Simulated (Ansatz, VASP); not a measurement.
# One calculation of Sb, two programs

The input INCAR:

```
SYSTEM = Sb
  PREC = Accurate
  ENCUT = 520
  EDIFF = 1E-7
  ISMEAR = -1
  SIGMA = 0.1
  LREAL = .FALSE.
  LASPH = .TRUE.
  NELM = 80
  ALGO = Normal
  ISIF = 2
  LWAVE = .FALSE.
  LCHARG = .FALSE.
  GGA = CA
  NBANDS = 8
```

The input KPOINTS:

```
regular mesh
0
G
  12 12 12
  0 0 0
```

File POSCAR:

```
Sb
1.0
    3.0386054025      0.0000000000      0.0000000000
    0.0000000000      3.0386054025      0.0000000000
    0.0000000000      0.0000000000      3.0386054025
Sb
1
Direct
    0.0000000000      0.0000000000      0.0000000000
```

Input for Ansatz:

```yaml
crystal:
  lattice:
    - [3.0386054025, 0.0, 0.0]
    - [0.0, 3.0386054025, 0.0]
    - [0.0, 0.0, 3.0386054025]
  atoms:
    - { symbol: Sb, position: [0.0, 0.0, 0.0] }
hamiltonian:
  xc: lda
  pseudopotentials:
    kind: paw
    azcp:
      Sb: "pseudopotentials/Sb.paw.azcp"
basis:
  ecutwfc: 420
  fft_grid_basis: typed
kpoints:
  mp_grid: { grid: [12, 12, 12], shift: [0, 0, 0] }
magnetization:
  spin_polarized: false
scf:
  occupations: { method: fermi_dirac, width: 0.1 }
  lower_state_search: "off"
output:
  stress: true
```

Alike in both runs: task single point; functional LDA; k mesh 12 × 12 × 12; occupations fermi-dirac, width 0.1 eV; no spin polarisation.

```csv
,VASP,Ansatz
version,VASP 6.6.1,Ansatz 0.2.0
potentials or method,"VASP PAW LDA potentials, release 64 (Sb)","plane waves (420 eV) with PAW, scalar-relativistic"
plane-wave cutoff (eV),520,420
valence electrons in the cell,5,15
```

```tsv
	VASP	Ansatz	Ansatz less VASP
pressure (GPa)	0.5	0.2	-0.23
```

The two sets of potentials don't hold the same shells in valence. Ansatz warned: «pseudo_functional_mismatch».

The runs have no spin-orbit coupling, so splittings on Sb are missing.
